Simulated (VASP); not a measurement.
# Ti₈Al₇: nudged elastic band

Ti₈Al₇, defect, 15 atoms in the cell. PBE, nudged elastic band; PAW potentials Ti_sv, Al (PBE set).

Path: a Al atom hops into a neighbouring Al vacancy; Moving images: 3.

## Input

INCAR.step1:
```
ALGO = Normal ; EDIFF = 1E-6
EDIFFG = -0.02 ; ENCUT = 300
IBRION = 2 ; ISIF = 2
ISMEAR = 1 ; KPAR = 6
LASPH = T ; LCHARG = F
LREAL = F ; LWAVE = F
NELM = 100 ; NSW = 100
POTIM = 0.5 ; PREC = Normal
SIGMA = 0.1
```

INCAR.step3:
```
ALGO = Normal ; EDIFF = 1E-6
EDIFFG = -0.05 ; ENCUT = 300
IBRION = 1 ; IMAGES = 3
ISMEAR = 1 ; KPAR = 2
LASPH = T ; LCHARG = F
LREAL = F ; LWAVE = F
NELM = 100 ; NSW = 100
POTIM = 0.3 ; PREC = Normal
SIGMA = 0.1 ; SPRING = -5
```

KPOINTS:
```
k-points
0
Gamma
  4 4 3
```

00/POSCAR:
```
Ti8Al7
1.0
    5.6746000000      0.0000000000      0.0000000000
    0.0000000000      5.6746000000      0.0000000000
    0.0000000000      0.0000000000      8.1182000000
Ti Al
8 7
Direct
    0.9985740288      0.9985740288      0.9994687706
    0.9985740288      0.9985740288      0.5005312294
    0.9985740288      0.5014259712      0.9994687706
    0.9985740288      0.5014259712      0.5005312294
    0.5014259712      0.9985740288      0.9994687706
    0.5014259712      0.9985740288      0.5005312294
    0.5014259712      0.5014259712      0.9994687706
    0.5014259712      0.5014259712      0.5005312294
    0.2500000000      0.2500000000      0.7500000000
    0.2500000000      0.7500000000      0.2500000000
    0.2500000000      0.7500000000      0.7500000000
    0.7500000000      0.2500000000      0.2500000000
    0.7500000000      0.2500000000      0.7500000000
    0.7500000000      0.7500000000      0.2500000000
    0.7500000000      0.7500000000      0.7500000000
```

01/POSCAR:
```
Ti8Al7
1.0
    5.6746000000      0.0000000000      0.0000000000
    0.0000000000      5.6746000000      0.0000000000
    0.0000000000      0.0000000000      8.1182000000
Ti Al
8 7
Direct
    0.9990576785      1.0073039232      0.9999471812
    0.9990577153      1.0073038987      0.5000528805
    0.9969034719      0.5087107493      0.9978228483
    0.9969037640      0.5087108970      0.5021769933
    0.5009422066      1.0073039972      0.9999469867
    0.5009421695      1.0073039723      0.5000530747
    0.5030967704      0.5087104544      0.9978221870
    0.5030964711      0.5087106067      0.5021776463
    0.2499999122      0.2586543758      0.7499932123
    0.2498646516      0.6334106522      0.2500265441
    0.2499999557      0.7588350375      0.7499870890
    0.7500293838      0.2584955275      0.2500000569
    0.7500026628      0.2586225919      0.7499973479
    0.7500963540      0.7590455210      0.2500000774
    0.7500057108      0.7588777953      0.7499958745
```

02/POSCAR:
```
Ti8Al7
1.0
    5.6746000000      0.0000000000      0.0000000000
    0.0000000000      5.6746000000      0.0000000000
    0.0000000000      0.0000000000      8.1182000000
Ti Al
8 7
Direct
    0.9989390849      1.0160676258      0.9998291066
    0.9989391236      1.0160676429      0.5001709922
    0.9957383415      0.5169687979      0.9966729878
    0.9957389301      0.5169687971      0.5033266345
    0.5010607084      1.0160675871      0.9998289258
    0.5010606696      1.0160676043      0.5001711730
    0.5042624336      0.5169687989      0.9966715441
    0.5042618255      0.5169687981      0.5033280556
    0.2499998450      0.2667279777      0.7499864509
    0.2498304413      0.5166432146      0.2500367996
    0.2499998449      0.7670098254      0.7499865065
    0.7500798657      0.2663943595      0.2500001076
    0.7500047252      0.2666745490      0.7499952955
    0.7500794762      0.7673413155      0.2500001073
    0.7500046993      0.7670631063      0.7499953132
```

03/POSCAR:
```
Ti8Al7
1.0
    5.6746000000      0.0000000000      0.0000000000
    0.0000000000      5.6746000000      0.0000000000
    0.0000000000      0.0000000000      8.1182000000
Ti Al
8 7
Direct
    0.9990579443      1.0260003434      0.9999470758
    0.9990579811      1.0260003677      0.5000529858
    0.9969037897      0.5246368851      0.9978228037
    0.9969040816      0.5246367376      0.5021770381
    0.5009419374      1.0260002236      0.9999468920
    0.5009419002      1.0260002483      0.5000531693
    0.5030965256      0.5246372784      0.9978220536
    0.5030962266      0.5246371262      0.5021777799
    0.2499999011      0.2745073835      0.7499870889
    0.2498661253      0.3999271894      0.2500265488
    0.2499999401      0.7746880464      0.7499932128
    0.7500964323      0.2742968601      0.2500000773
    0.7500041464      0.2744646218      0.7499958697
    0.7500294037      0.7748468614      0.2500000569
    0.7500036649      0.7747198272      0.7499973475
```

04/POSCAR:
```
Ti8Al7
1.0
    5.6746000000      0.0000000000      0.0000000000
    0.0000000000      5.6746000000      0.0000000000
    0.0000000000      0.0000000000      8.1182000000
Ti Al
8 7
Direct
    0.9985747316      1.0347586017      0.9994686143
    0.9985747316      1.0347586017      0.5005313857
    0.9985747316      0.5319080649      0.9994686143
    0.9985747316      0.5319080649      0.5005313857
    0.5014252684      1.0347586017      0.9994686143
    0.5014252684      1.0347586017      0.5005313857
    0.5014252684      0.5319080649      0.9994686143
    0.5014252684      0.5319080649      0.5005313857
    0.2500000000      0.2833333333      0.7500000000
    0.2500000000      0.2833333333      0.2500000000
    0.2500000000      0.7833333333      0.7500000000
    0.7500000000      0.2833333333      0.2500000000
    0.7500000000      0.2833333333      0.7500000000
    0.7500000000      0.7833333333      0.2500000000
    0.7500000000      0.7833333333      0.7500000000
```

POSCAR.step1:
```
Ti8Al7
1.0
    5.6746000000      0.0000000000      0.0000000000
    0.0000000000      5.6746000000      0.0000000000
    0.0000000000      0.0000000000      8.1182000000
Ti Al
8 7
Direct
    0.0000000000      0.0000000000      0.0000000000
    0.0000000000      0.0000000000      0.5000000000
    0.0000000000      0.5000000000      0.0000000000
    0.0000000000      0.5000000000      0.5000000000
    0.5000000000      0.0000000000      0.0000000000
    0.5000000000      0.0000000000      0.5000000000
    0.5000000000      0.5000000000      0.0000000000
    0.5000000000      0.5000000000      0.5000000000
    0.2500000000      0.2500000000      0.7500000000
    0.2500000000      0.7500000000      0.2500000000
    0.2500000000      0.7500000000      0.7500000000
    0.7500000000      0.2500000000      0.2500000000
    0.7500000000      0.2500000000      0.7500000000
    0.7500000000      0.7500000000      0.2500000000
    0.7500000000      0.7500000000      0.7500000000
```

POSCAR.step2:
```
Ti8Al7
1.0
    5.6746000000      0.0000000000      0.0000000000
    0.0000000000      5.6746000000      0.0000000000
    0.0000000000      0.0000000000      8.1182000000
Ti Al
8 7
Direct
    0.0000000000      0.0000000000      0.0000000000
    0.0000000000      0.0000000000      0.5000000000
    0.0000000000      0.5000000000      0.0000000000
    0.0000000000      0.5000000000      0.5000000000
    0.5000000000      0.0000000000      0.0000000000
    0.5000000000      0.0000000000      0.5000000000
    0.5000000000      0.5000000000      0.0000000000
    0.5000000000      0.5000000000      0.5000000000
    0.2500000000      0.2500000000      0.7500000000
    0.2500000000      1.2500000000      0.2500000000
    0.2500000000      0.7500000000      0.7500000000
    0.7500000000      0.2500000000      0.2500000000
    0.7500000000      0.2500000000      0.7500000000
    0.7500000000      0.7500000000      0.2500000000
    0.7500000000      0.7500000000      0.7500000000
```

Commands (each step's output is kept before the next begins):
```
cat potpaw_PBE.64/Ti_sv/POTCAR potpaw_PBE.64/Al/POTCAR > POTCAR
cp INCAR.step1 INCAR
cp POSCAR.step1 POSCAR
mpirun -np 6 vasp_std > vasp.out
cp POSCAR.step2 POSCAR
mpirun -np 6 vasp_std > vasp.out
# 00 and 04 hold the relaxed ends; the images between are interpolated (pair-distance (IDPP))
cp INCAR.step3 INCAR
mpirun -np 6 vasp_std > vasp.out
```

## Result

- Barrier (eV): 1.077
- Barrier of the reverse step (eV): 1.077
- Energy of the second end over the first (eV): 0.000
- Top of the path (share of its length): 0.50
- Length of the path (Å): 2.94
- Steps of the band: 9
- Ionic steps, all stages: 17
- Electronic steps, all stages: 394

Energy along the relaxed band:

| Image | Distance along the path (Å) | Energy above the first end (eV) | Slope along the path (eV/Å) | Largest force across the path (eV/Å) |
|---|---|---|---|---|
| 0 | 0.000 | 0.000 | relaxed end |  |
| 1 | 0.737 | 0.586 | 1.223 | 0.035 |
| 2 | 1.470 | 1.077 | 0.002 | 0.024 |
| 3 | 2.204 | 0.586 | -1.224 | 0.035 |
| 4 | 2.940 | -0.000 | relaxed end |  |

The cell is TiAl (16 atoms) with one Al atom missing.

The two ends have the same energy within 0.01 eV.

Limits: the cell holds 15 atoms, so the vacancy or interstitial meets its own images and the barrier isn't that of a lone defect; the atom stays on the straight, symmetric line between the sites, so the barrier is an upper bound: a way around it wasn't tried.

VASP 6.6.1 took 476 s on 6 cores (Intel Xeon Platinum 8559C (Emerald Rapids)), a shared host.
